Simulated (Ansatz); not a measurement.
The system is MoS2.

```
Mo S
1.0
     3.22746    0.00000    0.00000
    -1.61373    2.79507    0.00000
     0.00000    0.00000    6.31247
Mo S
1 2
Direct
  0.00000 0.00000 0.50000
  0.66667 0.33333 0.74468
  0.33333 0.66667 0.25532
```

Measurements of this composition are mostly on another form, of space group No. 194.

Base run:

```yaml
Program: Ansatz 0.2.0
Functional: PBE
Potentials_or_basis: Ansatz PAW
Cutoff: "420 eV (not typed: the program's choice for these potentials)"
k_mesh: 9 × 9 × 4
Occupations: gaussian, width 0.1 eV
Spin: no spin polarisation
```

Its results: band gap on the k mesh none (metal or under the smearing width); pressure 1.1 GPa; largest force 0.284 eV/Å.

Q: The run is repeated on the same cell with these changes: functional from PBE to PBEsol; occupations from gaussian, width 0.1 eV to gaussian, width 0.05 eV. What comes out?

A: Band gap on the k mesh none (metal or under the smearing width); pressure -3.5 GPa; largest force 0.027 eV/Å.

Caveats: this functional lacks dispersion, which binds the layers, so the pressure and a relaxed spacing across them are unreliable; the PAW data sets come from PBE, with cores solved anew for the run's functional, which leaves a small shift of forces and pressure (some runs).
